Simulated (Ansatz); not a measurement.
# Convergence notes, G0W0 on CsBr (Pm-3m)

A 2-atom cell of CsBr started from a crystallographic database, relaxed with r2SCAN; one-shot G0W0 in Ansatz without spin-orbit coupling. No spin polarisation and no zero-point or thermal motion.

```yaml
crystal:
  lattice:
    - [4.31960, 0.00000, 0.00000]
    - [0.00000, 4.31960, 0.00000]
    - [0.00000, 0.00000, 4.31960]
  atoms:
    - { symbol: Cs, position: [0.00000, 0.00000, 0.00000] }
    - { symbol: Br, position: [0.50000, 0.50000, 0.50000] }
```

Gaps are read over the mesh points alone. G0W0 here is at a finite number of bands, screening cutoff and k mesh, not at the basis limit.
```csv
start,potentials,frequency model,mesh,empty bands,screening cutoff (eV),Kohn-Sham gap (eV),G0W0 gap (eV),rough cost
PBE,PAW,contour deformation,4×4×4,303,140,4.44,6.69,2 core-minutes
PBE,PAW,contour deformation,4×4×4,556,210,4.44,6.77,10 core-minutes
HSE06,PAW,contour deformation,4×4×4,303,140,5.61,7.23,6 core-minutes
LDA,PAW,contour deformation,4×4×4,303,140,4.04,6.53,120 core-seconds
r2SCAN,PAW,contour deformation,4×4×4,303,140,5.20,7.03,2.3 core-minutes
PBE,PAW,Godby-Needs pole,4×4×4,303,140,4.44,6.66,3 core-minutes
PBE,PAW,contour deformation,4×4×4,130,80,4.44,6.51,23 core-seconds
PBE,norm-conserving,contour deformation,4×4×4,303,140,4.43,6.63,2.6 core-minutes
```

Over the mesh points the PBE gap of 4.44 eV becomes a quasiparticle gap of 6.77 eV (direct at Γ), a change of +2.33 eV. Renormalisation factors Z lie between 0.79 and 0.85.

Raising bands and cutoff together moves the gap by +0.18 eV (80 to 140 eV), then +0.08 eV (140 to 210 eV); the last step is still large, so the basis limit isn't reached. Starting from HSE06 (5.61 eV against PBE's 4.44 eV) gives 7.23 eV, +0.54 eV from G0W0@PBE at the same screening cutoff. Starting from LDA (4.04 eV against PBE's 4.44 eV) gives 6.53 eV, -0.16 eV from G0W0@PBE at the same screening cutoff. Starting from r2SCAN (5.20 eV against PBE's 4.44 eV) gives 7.03 eV, +0.34 eV from G0W0@PBE at the same screening cutoff. The Godby-Needs plasmon pole differs from contour deformation by -0.03 eV. Norm-conserving potentials (wave cutoff 680 eV against 420 eV) shift the quasiparticle gap by -0.06 eV and the PBE gap by -0.01 eV. r2SCAN runs take a wave cutoff of 500 eV.
